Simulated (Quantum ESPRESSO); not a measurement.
# Tc: energy-loss spectrum with PBE

Tc:

```
CELL_PARAMETERS angstrom
2.74000 0.00000 0.00000
-1.37000 2.37291 0.00000
0.00000 0.00000 4.39800
ATOMIC_POSITIONS crystal
Tc 0.66667 0.33333 0.75000
Tc 0.33333 0.66667 0.25000
```

* Program: Quantum ESPRESSO 7.5
* Task: energy-loss spectrum
* Functional: PBE
* Potentials or basis: PseudoDojo 0.4 SR PBE stringent
* Cutoff: 1143 eV
* Density cutoff: 4572 eV
* k mesh: 6 × 6 × 3
* Occupations: methfessel-paxton, width 0.272 eV
* Spin: no spin polarisation
* Iterations: 300
* Mixing beta: 0.5
* Most SCF iterations: 120
* SCF threshold: 4e-10 Ry

```yaml
Pressure: 3.2 GPa
Band_gap_on_the_k_mesh: none (metal or under the smearing width)
Peak_of_the_energy-loss_function: 29.0 eV
```

Stress tensor (GPa, compression positive):
```
3.43 0.00 0.00
0.00 3.43 0.00
0.00 0.00 2.65
```

Levels at points of the mesh, in eV from the Fermi level:
| k point | band 12 | band 13 | band 14 | band 15 | band 16 | band 17 | band 18 | band 19 |
| --- | --- | --- | --- | --- | --- | --- | --- | --- |
| (0.00, 0.00, 0.00) | -1.55 | -1.48 | -0.83 | -0.83 | -0.11 | -0.11 | 1.67 | 2.55 |
| (0.00, -0.50, 0.00) | -1.89 | -1.14 | -0.92 | -0.50 | 2.94 | 3.33 | 3.37 | 5.32 |

Energy-loss function at q = [0.0, 0.0, 0.6] (Å⁻¹, cartesian):
| energy (eV) | loss |
| --- | --- |
| 0.0 | 0.000 |
| 1.8 | 0.003 |
| 3.4 | 0.005 |
| 5.2 | 0.012 |
| 7.0 | 0.058 |
| 8.6 | 0.290 |
| 10.4 | 0.399 |
| 12.2 | 0.396 |
| 13.8 | 0.373 |
| 15.6 | 0.364 |
| 17.4 | 0.386 |
| 19.0 | 0.441 |
| 20.8 | 0.555 |
| 22.4 | 0.719 |
| 24.2 | 0.985 |
| 26.0 | 1.342 |
| 27.6 | 1.701 |
| 29.4 | 1.831 |
| 31.2 | 1.355 |
| 32.8 | 0.873 |
| 34.6 | 0.553 |
| 36.4 | 0.400 |
| 38.0 | 0.340 |
| 39.8 | 0.327 |

Run time: 3 min on 1 thread of Arm Neoverse V1, on a shared host, peak memory 0.23 GiB.

Caveat: the k mesh is coarse (spacing up to 0.48 Å⁻¹), so the values aren't converged; the Lanczos chain is short for so many electrons, so humps in the spectrum may be artefacts.
